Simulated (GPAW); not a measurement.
## HfO2: changing the functional

```cif
data_structure
_symmetry_space_group_name_H-M 'P 1'
_symmetry_Int_Tables_number 1
_cell_length_a 4.8135
_cell_length_b 4.8135
_cell_length_c 3.2054
_cell_angle_alpha 90.000
_cell_angle_beta 90.000
_cell_angle_gamma 90.000
_cell_volume 74.27
loop_
_atom_site_label
_atom_site_type_symbol
_atom_site_fract_x
_atom_site_fract_y
_atom_site_fract_z
_atom_site_occupancy
Hf1 Hf 0.50000 0.50000 0.50000 1
Hf2 Hf 0.00000 0.00000 0.00000 1
O1 O 0.80504 0.19496 0.50000 1
O2 O 0.69496 0.69496 0.00000 1
O3 O 0.30504 0.30504 0.00000 1
O4 O 0.19496 0.80504 0.50000 1
```

Measurements of this composition are mostly on another form, of space group No. 14.

Kept alike: task band structure; k mesh 4 × 4 × 6; occupations fermi-dirac, width 0.05 eV; no spin polarisation. Program: GPAW, potentials by row: the program's PAW data sets (release 1.2.1) made for this functional (LDA); PAW data sets generated for this functional (PBEsol); GPAW PAW data sets (gpaw-data 1.2.1) (r2SCAN on files made for PBE), cutoff 800 eV. The mesh is that of the run's cell of 6 atoms. No spin-orbit coupling.

| run | band gap (eV) | pressure (GPa) |
| --- | --- | --- |
| A | 4.544 | 4.09 |
| B | 3.881 | 2.80 |
| C | 3.786 | -4.09 |

Pressure is positive in compression; the values hold the error of the finite cutoff, so their zero can differ a little from the energy's minimum. Gaps are the smaller of the mesh's and the band path's.

**Question.** The runs differ in the functional (and the potentials named above) alone: LDA; PBEsol; r2SCAN. Which run is which?

**Answer.** Run A is r2SCAN; run B is PBEsol; run C is LDA. The band gap runs from 3.786 (LDA) to 4.544 eV (r2SCAN). The pressure runs from -4.09 (LDA) to 4.09 GPa (r2SCAN).
